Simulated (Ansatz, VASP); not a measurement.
# Sn in VASP and in Ansatz

```
CELL_PARAMETERS angstrom
5.30615 0.00000 0.00000
-2.65308 4.59526 0.00000
0.00000 0.00000 3.25952
ATOMIC_POSITIONS crystal
Sn 0.00000 0.00000 0.00000
Sn 0.33333 0.66667 0.50000
Sn 0.66667 0.33333 0.50000
```

Change from the starting cell: volume scaled by 0.95, LAPW.

Alike in both runs: task single point; functional PBE; k mesh 7 × 7 × 9; occupations fermi-dirac, width 0.1 eV; no spin polarisation.

```csv
,VASP,Ansatz
version,VASP 6.6.1,Ansatz 0.2.0
potentials or method,"VASP PAW PBE potentials, release 64 (Sn_d), cutoff 520 eV","all-electron LAPW, scalar-relativistic"
```

```tsv
	VASP	Ansatz	Ansatz less VASP
pressure (GPa)	2.7	2.7	+0.06
```

Ansatz ran all-electron here, so the differences hold the error of VASP's frozen core and of both bases.
